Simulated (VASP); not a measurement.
Wanted: the native input for a VASP 6.6.1 run.

```
Task                   : single point
Functional             : PBE
Potentials or basis    : VASP PAW PBE potentials, release 64 (Sb)
Cutoff                 : 520 eV
k mesh                 : 14 × 14 × 14
Occupations            : gaussian, width 0.1 eV
Spin                   : no spin polarisation
Dipole correction      : no
Further INCAR settings : ALGO = Normal; EDIFF = 1e-07; NBANDS = 8
```

The structure of Sb lies in POSCAR:

```
Sb
1.0
    3.1111025651      0.0000000000      0.0000000000
    0.0000000000      3.1111025651      0.0000000000
    0.0000000000      0.0000000000      3.1111025651
Sb
1
Direct
    0.0000000000      0.0000000000      0.0000000000
```

This isn't the form of Sb at room conditions, which is rhombohedral.

The input as run:

INCAR

```
SYSTEM = Sb
ALGO = Normal
EDIFF = 1E-7
ENCUT = 520
GGA = PE
ISIF = 2
ISMEAR = 0
LASPH = .True.
LCHARG = .False.
LREAL = .False.
LWAVE = .False.
NBANDS = 8
NELM = 100
PREC = Accurate
SIGMA = 0.1
```

KPOINTS

```
k-points
0
Gamma
  14 14 14
  0 0 0
```

Potentials or basis: VASP PAW PBE potentials, release 64 (Sb).

Command:

```bash
$ cat potpaw_PBE.64/Sb/POTCAR > POTCAR
$ mpirun -np 1 vasp_std > vasp.out
```

Results of the run:

```yaml
Pressure: -0.1 GPa
Band_gap_on_the_k_mesh: none (metal or under the smearing width)
```

Run time: 5.9 s on 1 thread of Intel(R) Xeon(R) 6975P-C (Granite Rapids) (shared host), peak memory 0.15 GiB.
